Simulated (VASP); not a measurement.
A run of VASP 6.6.1 is set up as follows.

INCAR

```
SYSTEM = PbSe
ALGO = Normal
EDIFF = 1E-6
ENCUT = 520
GGA = PE
ISIF = 2
ISMEAR = 0
LASPH = .True.
LCHARG = .False.
LREAL = .False.
LWAVE = .False.
NBANDS = 17
NELM = 60
PREC = Accurate
SIGMA = 0.01
```

File KPOINTS:

```
k-points
0
Gamma
  10 10 10
  0 0 0
```

File POSCAR:

```
PbSe
1.0
    0.0000000000     -3.1089483971     -3.1089483971
    3.1089483971      0.0000000000     -3.1089483971
    3.1089483971     -3.1089483971      0.0000000000
Pb Se
1 1
Direct
    0.0000000000      0.0000000000      0.0000000000
    0.5000000000      0.5000000000      0.5000000000
```

Potentials or basis: VASP PAW PBE potentials, release 64 (Pb_d, Se).

Command:

```console
$ cat potpaw_PBE.64/Pb_d/POTCAR potpaw_PBE.64/Se/POTCAR > POTCAR
$ mpirun -np 1 vasp_std > vasp.out
```

(1) What does it give for the band gap on the k mesh?

(2) Predict the pressure.

Results:

(1) 0.44 eV, direct.

(2) 0.0 GPa.

Caveat: spin-orbit coupling is left out, which moves the levels of the heavy elements.

**Measured values to compare with.**

From a printed reference work, monograph, for a bulk crystal of PbSe at 300 K: band gap 0.28 eV (direct).

Against the measured gap of PbSe, 0.28 eV (direct; 300 K; a printed reference work, monograph), the calculated 0.44 eV is off by +0.16 eV. 2 values of this kind are on record (0.15 to 0.28 eV); this one was drawn at random. Spin-orbit coupling on Pb, Se is left out. The value is that of PBE on a finite k mesh, which can miss the band edges, without temperature or zero-point motion.
